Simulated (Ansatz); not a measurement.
# BaTiO3 (Barioperovskite) (Amm2) in Ansatz: reference runs

Reference runs on BaTiO3 (Barioperovskite): the cell as given and a disturbed copy.

All numbers are computed with Ansatz 0.2.0; they aren't measurements. Logs are shortened: lines on timing, memory, paths and dates and some standing lists are left out, and cuts for length are marked.

## 1. The structure

The structure is orthorhombic, space group Amm2 (No. 38). Conventional cell: a = 3.986 Å, b = 5.674 Å, c = 5.690 Å, α = 90.00°, β = 90.00°, γ = 90.00°. Ba (site symmetry mm2) has 12 O at 2.77 to 2.92 Å as nearest neighbours. Around Ti (site symmetry mm2) lie 6 O at 1.93 to 2.09 Å. Around O (site symmetry m) lie 2 Ti at 1.93 to 2.09 Å. Around O (site symmetry mm2) lie 2 Ti at 2.00 Å.

## 2. Single point, PBE

Input file input.yaml:

```yaml
crystal:
  lattice:
    - [3.9855, 0.0, 0.0]
    - [0.0, 2.8369, 2.84515]
    - [0.0, -2.8369, 2.84515]
  atoms:
    - { symbol: Ba, position: [0.0, 0.0, 0.0] }
    - { symbol: Ti, position: [0.5, 0.5124, 0.5124] }
    - { symbol: O, position: [0.5, 0.99184, 0.50524] }
    - { symbol: O, position: [0.5, 0.50524, 0.99184] }
    - { symbol: O, position: [0.0, 0.4874, 0.4874] }
hamiltonian:
  xc: pbe
  pseudopotentials: { kind: paw }
kpoints:
  mp_grid: { grid: [7, 7, 7] }
scf:
  occupations: { method: fermi_dirac, width: 0.05 }
output:
  forces: true
  stress: true
  eigenvalues: true
```

Potentials or basis: Ansatz PAW.

Command:

```
ansatz run input.yaml --threads 2 --pin off --max-ram 5632MiB --backend cpu --events-out ev --progress --plain --runs-dir out
```

Standard output:

```text
Warning: RAYON_NUM_THREADS=2 ignored (pool sized by the plan → 2); use --threads N
Engine: ansatz 0.2.0, x86_64-unknown-linux-gnu
Pseudopotentials: kind: paw
Pseudopotential: Ba, paw, valence charge 10, recommended cutoff 420 eV (normal), Ba.paw.azcp
Pseudopotential: Ti, paw, valence charge 12, recommended cutoff 420 eV (normal), Ti.paw.azcp
Pseudopotential: O, paw, valence charge 6, recommended cutoff 420 eV (normal), O.paw.azcp
Functional definition: PBE
  parameter kappa = 0.804
  parameter beta = 0.06672455060314922
  exchange = pbe_x(kappa = kappa, mu = beta*pi^2/3)
  correlation = pbe_c(beta = beta)
Crystal: 5 atoms, lattice volume = 64.337 Å³
Basis set: ecut = 420 eV, 1249 PW (Γ), exchange–correlation on 54×54×54 points (8 copies of the dense FFT grid, shifted against one another)
Bands: 25, of which v1, the nominal top of the filled ones, is band 20 counted from 1 (19 counted from 0)
Symmetry: 4 space group operations
Space group: Amm2 (ITA 38), of the structure as read, at distance tolerance 4.0e-5 Å
k-points: 64 of 343 (time reversal used)
Non-local potential: Ba, projectors of the file, l = 0: 3, l = 1: 2, l = 2: 2, l = 3: 2
Non-local potential: Ti, projectors of the file, l = 0: 3, l = 1: 2, l = 2: 3, l = 3: 1
Non-local potential: O, projectors of the file, l = 0: 2, l = 1: 2, l = 2: 1
PAW form: soft (Blöchl's): semilocal exchange-correlation on the pseudo side does not see the compensation charge
PAW one-centre angular grid: Ba, 194 points (default); XC on 64 Gauss nodes
PAW one-centre angular grid: Ti, 590 points (default); XC on 64 Gauss nodes
PAW one-centre angular grid: O, 110 points (default); XC on 64 Gauss nodes
Initial density: superposition of atomic densities (neutral atoms: chi_scale 0, normalization atom), corrected by the library's trained network
Initial wavefunctions: pseudopotential atomic-orbital guess
Functional: x = pbe(κ = 0.804, μ = 0.2195149727645171), c = pbe(β = 0.06672455060314922)
SCF iter   1: F=—  HF=-10159.568011 eV  |F-HF|=—  |Δ(HF+E_count)|=         —  Δρ=1.63e-3  dr2=1.04e-3  ethr=1.77e-3  ⟨swp⟩=6.1  Hψ=7994  notcnv=0
preconditioner: auto → Resta (q_TF=auto, 2.521 Å⁻¹)  ε∞=5.9  [insulator: Δε(μ)=1.967 eV  Ē_g=11.885 eV  σ=0.050 eV  W_gap=1.00  n_scr=18 (ndim 8)  ℏωp=26.2 eV  f_vac=0.000  D(μ)=0.00/eV (n_scr^D=0)  ε∞_Penn≈5.9]
SCF iter   2: F=—  HF=-10159.568297 eV  |F-HF|=—  |Δ(HF+E_count)|=   2.86e-4  Δρ=7.95e-4  dr2=2.67e-4  ethr=2.60e-6  ⟨swp⟩=2.1  Hψ=3194  notcnv=0
SCF iter   3: F=—  HF=-10159.568433 eV  |F-HF|=—  |Δ(HF+E_count)|=   1.36e-4  Δρ=1.11e-4  dr2=1.37e-5  ethr=6.67e-7  ⟨swp⟩=2.7  Hψ=2399  notcnv=0
SCF iter   4: F=—  HF=-10159.567886 eV  |F-HF|=—  |Δ(HF+E_count)|=   5.47e-4  Δρ=5.16e-5  dr2=1.73e-6  ethr=3.43e-8  ⟨swp⟩=2.0  Hψ=2775  notcnv=0
SCF iter   5: F=—  HF=-10159.567886 eV  |F-HF|=—  |Δ(HF+E_count)|=   2.08e-8  Δρ=1.71e-5  dr2=1.31e-7  ethr=4.32e-9  ⟨swp⟩=2.3  Hψ=2727  notcnv=0
SCF iter   6: F=-10159.567886 eV  HF=-10159.567886 eV  |F-HF|=2.28e-9  |Δ(HF+E_count)|=   1.05e-8  Δρ=3.58e-6  dr2=4.08e-9  ethr=2.50e-10  ⟨swp⟩=7.7  Hψ=7341  notcnv=0
SCF 1 converged in 6 iterations: F = -10159.567886 eV  dr2 = 4.08e-9
SCF converged after 6 iterations
Free energy (F): -10159.567886 eV
Harris-Foulkes:  -10159.567886 eV  (|F-HF|=2.28e-9)
Internal energy: -10159.567886 eV  (E = F + TS)
E sigma→0 (E₀):  -10159.567886 eV
Fermi energy:    11.240359 eV
--- Per-component energies (eV) ---
  E_band       = -141.771300
  E_kinetic    = 970.113833
  E_local      = -2103.556565  (includes V_loc(G=0)·N_el)
  E_nonlocal   = 203.554680
  E_hartree    = 821.630470
  E_xc         = -491.522694
  E_vxc        = -546.211795  (∫ρ·V_xc dr)
  E_paw        = -6744.538093  (= ΣΔE_a)
  E_vpaw       = -308.940270  (= ΣTr[D̂ρ^β])
  E_aug_tail   = 0.007410  (compensation charges beyond the density's cutoff)
  E_ewald      = -2815.256928
  E_smearing   = -0.000000  (= −TS)
  E_closure    = -0.000000  (closes the sum)
  Σ components = -10159.567886   (vs F -10159.567886, Δ=0.00e0)
--- Forces (eV/Å), atoms counted from 1 ---
  atom   1  Ba    -0.00000000     0.00000000     0.15584790
  atom   2  Ti    -0.00000000     0.00000000     0.17991833
  atom   3  O     -0.00000000     0.00232598    -0.26990827
  atom   4  O     -0.00000000    -0.00232598    -0.26990827
  atom   5  O     -0.00000000     0.00000000     0.20403515
  max |Σ_I F_I| component: 1.52e-5 eV/Å
--- Stress (GPa, compression-positive) ---
        2.442066       0.000000       0.000000
        0.000000       2.571945      -0.000000
        0.000000      -0.000000       1.929234
  P = ⅓ Tr σ = 2.3144 GPa (23.144 kbar)
--- Band table (eV; the first three rows and the last of 64) ---
  k-point 0: bands = ["-46.2222", "-22.4595", "-22.4580", "-22.4431", "-14.3939", "-6.5762", "-5.9159", "-5.9003", "0.4047", "0.4104", "0.4269", "7.9981", "8.0008", "8.0011", "9.0403", "9.0944", "9.1483", "9.9411", "10.0431", "10.0871", "12.1685", "12.2296", "12.3863", "14.3356", "14.3785"]
  k-point 1: bands = ["-46.2220", "-22.4682", "-22.4583", "-22.4428", "-14.3723", "-6.5890", "-5.9124", "-5.8810", "0.4361", "0.4570", "0.4887", "7.6706", "7.9444", "7.9444", "8.7992", "8.8954", "9.0392", "9.6040", "9.8366", "9.9590", "12.2715", "12.5718", "12.6500", "14.3667", "14.8609"]
  k-point 2: bands = ["-46.2217", "-22.4891", "-22.4575", "-22.4419", "-14.3228", "-6.6791", "-5.8884", "-5.7794", "0.5045", "0.5268", "0.6665", "6.9556", "7.7631", "7.7648", "8.4474", "8.5943", "8.7659", "8.8973", "9.6367", "9.7295", "12.3388", "13.2565", "13.3048", "14.3666", "15.7038"]
  k-point 63: bands = ["-46.2198", "-22.5009", "-22.4995", "-22.4889", "-14.1411", "-5.7780", "-5.7217", "-5.6799", "-0.2513", "-0.2070", "-0.1179", "5.9634", "6.5638", "6.5984", "7.7207", "7.9067", "7.9140", "10.0800", "10.1201", "10.1765", "14.3672", "14.4132", "14.4232", "17.0819", "17.2368"]
```

Wall time 11 s (2 threads of AMD EPYC (Zen 3), shared host); peak memory 0.45 GiB.

What came out:

| Property | Result |
| --- | --- |
| Free energy | -10159.5679 eV |
| Pressure | 2.3 GPa |
| Largest force | 0.270 eV/Å |
| Band gap on the k mesh | 1.98 eV, indirect (least direct gap 2.08 eV) |

Forces in eV/Å, atoms in the order of the input:
```
Ba   0.000  0.000  0.156
Ti   0.000  0.000  0.180
O    0.000  0.002 -0.270
O    0.000 -0.002 -0.270
O    0.000  0.000  0.204
```

Levels at points of the mesh, in eV from the valence-band top:
```tsv
k point	band 17	band 18	band 19	band 20	band 21	band 22	band 23	band 24
(0.00, 0.00, 0.00)	-1.04	-0.24	-0.14	-0.10	1.98	2.05	2.20	4.15
```

Caveat: odd divisions of the mesh miss points on the zone boundary, where band edges often lie, so the gap on the mesh can be too wide; the pressure holds a Pulay correction of +0.5 GPa for the finite cutoff; spin-orbit coupling is left out, which moves the levels of the heavy elements.

## 3. Single point, PBE (atoms moved at random, drawn with an rms of 0.05 Å)

Input file input.yaml:

```yaml
crystal:
  lattice:
    - [3.9855, 0.0, 0.0]
    - [0.0, 2.8369, 2.84515]
    - [0.0, -2.8369, 2.84515]
  atoms:
    - { symbol: Ba, position: [0.000522, -0.000146, 0.006069] }
    - { symbol: Ti, position: [0.503928, 0.51327, 0.519971] }
    - { symbol: O, position: [0.500399, 0.977165, 0.503131] }
    - { symbol: O, position: [0.516827, 0.502107, 1.009653] }
    - { symbol: O, position: [0.005246, 0.489722, 0.502551] }
hamiltonian:
  xc: pbe
  pseudopotentials: { kind: paw }
kpoints:
  mp_grid: { grid: [7, 7, 7] }
scf:
  occupations: { method: fermi_dirac, width: 0.05 }
output:
  forces: true
  stress: true
  eigenvalues: true
```

Potentials or basis: Ansatz PAW.

Command:

```
ansatz run input.yaml --threads 2 --pin off --max-ram 5632MiB --backend cpu --events-out ev --progress --plain --runs-dir out
```

Standard output:

```text
Warning: RAYON_NUM_THREADS=2 ignored (pool sized by the plan → 2); use --threads N
[... 10 set-up lines as earlier in the session ...]
Crystal: 5 atoms, lattice volume = 64.337 Å³
Basis set: ecut = 420 eV, 1249 PW (Γ), exchange–correlation on 54×54×54 points (8 copies of the dense FFT grid, shifted against one another)
Bands: 25, of which v1, the nominal top of the filled ones, is band 20 counted from 1 (19 counted from 0)
Symmetry: 1 space group operations
Space group: P1 (ITA 1), of the structure as read, at distance tolerance 4.0e-5 Å
k-points: 172 of 343 (time reversal used)
[... 10 set-up lines as earlier in the session ...]
SCF iter   1: F=—  HF=-10159.554187 eV  |F-HF|=—  |Δ(HF+E_count)|=         —  Δρ=1.60e-3  dr2=9.56e-4  ethr=1.77e-3  ⟨swp⟩=6.1  Hψ=21492  notcnv=0
preconditioner: auto → Resta (q_TF=auto, 2.521 Å⁻¹)  ε∞=5.8  [insulator: Δε(μ)=1.990 eV  Ē_g=11.942 eV  σ=0.050 eV  W_gap=1.00  n_scr=18 (ndim 8)  ℏωp=26.2 eV  f_vac=0.000  D(μ)=0.00/eV (n_scr^D=0)  ε∞_Penn≈5.8]
SCF iter   2: F=—  HF=-10159.554494 eV  |F-HF|=—  |Δ(HF+E_count)|=   3.07e-4  Δρ=7.80e-4  dr2=2.43e-4  ethr=2.39e-6  ⟨swp⟩=2.0  Hψ=8804  notcnv=0
SCF iter   3: F=—  HF=-10159.554642 eV  |F-HF|=—  |Δ(HF+E_count)|=   1.48e-4  Δρ=1.11e-4  dr2=1.35e-5  ethr=6.09e-7  ⟨swp⟩=2.8  Hψ=6610  notcnv=0
SCF iter   4: F=—  HF=-10159.554491 eV  |F-HF|=—  |Δ(HF+E_count)|=   1.51e-4  Δρ=4.97e-5  dr2=1.53e-6  ethr=3.38e-8  ⟨swp⟩=2.0  Hψ=7447  notcnv=0
SCF iter   5: F=—  HF=-10159.554491 eV  |F-HF|=—  |Δ(HF+E_count)|=   7.46e-8  Δρ=1.59e-5  dr2=1.16e-7  ethr=3.82e-9  ⟨swp⟩=2.4  Hψ=7531  notcnv=0
SCF iter   6: F=-10159.554491 eV  HF=-10159.554491 eV  |F-HF|=2.30e-9  |Δ(HF+E_count)|=   7.11e-9  Δρ=3.61e-6  dr2=3.94e-9  ethr=2.50e-10  ⟨swp⟩=7.9  Hψ=20145  notcnv=0
SCF 1 converged in 6 iterations: F = -10159.554491 eV  dr2 = 3.94e-9
SCF converged after 6 iterations
Free energy (F): -10159.554491 eV
Harris-Foulkes:  -10159.554491 eV  (|F-HF|=2.30e-9)
Internal energy: -10159.554491 eV  (E = F + TS)
E sigma→0 (E₀):  -10159.554491 eV
Fermi energy:    11.274094 eV
--- Per-component energies (eV) ---
  E_band       = -141.534621
  E_kinetic    = 970.565602
  E_local      = -2109.605431  (includes V_loc(G=0)·N_el)
  E_nonlocal   = 203.648422
  E_hartree    = 824.638588
  E_xc         = -491.600883
  E_vxc        = -546.315215  (∫ρ·V_xc dr)
  E_paw        = -6744.656709  (= ΣΔE_a)
  E_vpaw       = -309.113633  (= ΣTr[D̂ρ^β])
  E_aug_tail   = 0.007418  (compensation charges beyond the density's cutoff)
  E_ewald      = -2812.551497
  E_smearing   = -0.000000  (= −TS)
  E_closure    = 0.000000  (closes the sum)
  Σ components = -10159.554491   (vs F -10159.554491, Δ=0.00e0)
--- Forces (eV/Å), atoms counted from 1 ---
  atom   1  Ba     0.11209896    -0.09609250     0.17150253
  atom   2  Ti    -0.04081373     0.19232047     0.08316137
  atom   3  O      0.05982376     0.07001915     0.30348748
  atom   4  O     -0.25334345     0.06913349    -0.58208239
  atom   5  O      0.12223429    -0.23538479     0.02392801
  max |Σ_I F_I| component: 4.18e-6 eV/Å
--- Stress (GPa, compression-positive) ---
        2.894558       0.040135      -0.028090
        0.040135       3.075341       1.171638
       -0.028090       1.171638       2.899750
  P = ⅓ Tr σ = 2.9565 GPa (29.565 kbar)
--- Band table (eV; the first three rows and the last of 172) ---
  k-point 0: bands = ["-46.1720", "-22.4468", "-22.3957", "-22.3942", "-14.4035", "-6.5765", "-5.9450", "-5.8631", "0.3909", "0.4075", "0.4193", "7.9860", "7.9994", "8.0210", "8.9984", "9.0299", "9.1653", "9.9663", "9.9832", "10.0572", "12.2140", "12.3715", "12.4310", "14.3694", "14.5014"]
  k-point 1: bands = ["-46.1718", "-22.4464", "-22.4051", "-22.3939", "-14.3819", "-6.5978", "-5.9333", "-5.8434", "0.4356", "0.4490", "0.4719", "7.6848", "7.9326", "7.9544", "8.7210", "8.8870", "9.0759", "9.5812", "9.8213", "9.9309", "12.4113", "12.6000", "12.6582", "14.4867", "14.9021"]
  k-point 2: bands = ["-46.1715", "-22.4456", "-22.4261", "-22.3930", "-14.3325", "-6.6976", "-5.9125", "-5.7291", "0.5034", "0.5199", "0.6467", "6.9948", "7.7513", "7.7577", "8.3317", "8.6396", "8.8116", "8.9503", "9.5716", "9.6801", "12.4607", "13.2747", "13.3050", "14.4850", "15.7261"]
  k-point 171: bands = ["-46.1708", "-22.4535", "-22.4448", "-22.4024", "-14.2581", "-6.6125", "-5.8532", "-5.6646", "0.3873", "0.5454", "0.7230", "6.3342", "7.2587", "7.4361", "7.6466", "7.9514", "8.7028", "9.1995", "9.2624", "9.3753", "12.9941", "13.8638", "13.9149", "15.1671", "16.6064"]
```

Wall time 33 s (2 threads of AMD EPYC (Zen 3), shared host); peak memory 0.58 GiB.

Results:

```yaml
Free_energy: -10159.5545 eV
Pressure: 3.0 GPa
Largest_force: 0.639 eV/Å
Band_gap_on_the_k_mesh: 2.01 eV, indirect (least direct gap 2.16 eV)
```

Forces in eV/Å, atoms in the order of the input:
```
Ba   0.112 -0.096  0.172
Ti  -0.041  0.192  0.083
O    0.060  0.070  0.303
O   -0.253  0.069 -0.582
O    0.122 -0.235  0.024
```

Caveat: odd divisions of the mesh miss points on the zone boundary, where band edges often lie, so the gap on the mesh can be too wide; the pressure holds a Pulay correction of +0.5 GPa for the finite cutoff; spin-orbit coupling is left out, which moves the levels of the heavy elements. A k mesh can miss the band edges.
